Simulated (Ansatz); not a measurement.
# Compressing SiGe: a fit and a missing row

SiGe, P6_3mc, a = 3.904 Å, c = 6.454 Å. The structure is a Materials Project entry; whether it is the stable form wasn't checked. Ansatz: r2SCAN, PAW, 500 eV, Γ-centred 12×12×4 mesh on 4 atoms, Gaussian smearing 0.02 eV; no spin polarisation. Shape and atoms are relaxed at each volume; pressure is positive in compression.

| V (Å³/atom) | P (GPa) |
| --- | --- |
| 18.744 | ? |
| 19.383 | 9.77 |
| 20.022 | 5.97 |
| 20.661 | 2.74 |
| 21.300 | 0.00 |
| 21.939 | -2.33 |
| 22.578 | -4.31 |
| 23.430 | -6.47 |

Problem. Take V0 = 21.300 Å³/atom, fit the third-order Birch–Murnaghan form to the other rows, and predict the missing pressure.

Solution. With the Eulerian strain f = ½[(V0/V)^(2/3) − 1] and y = P/[3f(1 + 2f)^(5/2)], the form is the line y = B0 + 1.5 B0 (B0′ − 4) f. Rows (f, y): 0.03245, 85.8; 0.02106, 85.2; 0.01026, 84.6; -0.00976, 83.6; -0.01905, 83.1; -0.03078, 82.1. Means f = 0.0006967, y = 84.067; Σ(Δf)² = 0.003004, ΣΔfΔy = 0.1691; the slope is their ratio. y = 84.03 + 56.28 f GPa, so B0 = 84.0 GPa and B0′ = 4 + 2 × (56.28)/(3 × 84.03) = 4.45. At V = 18.744, f = 0.04448, y = 86.53 and P = 14.29 GPa. The run gave 14.25 GPa, so the fit is 0.04 GPa too high, a small miss on the scale of the series.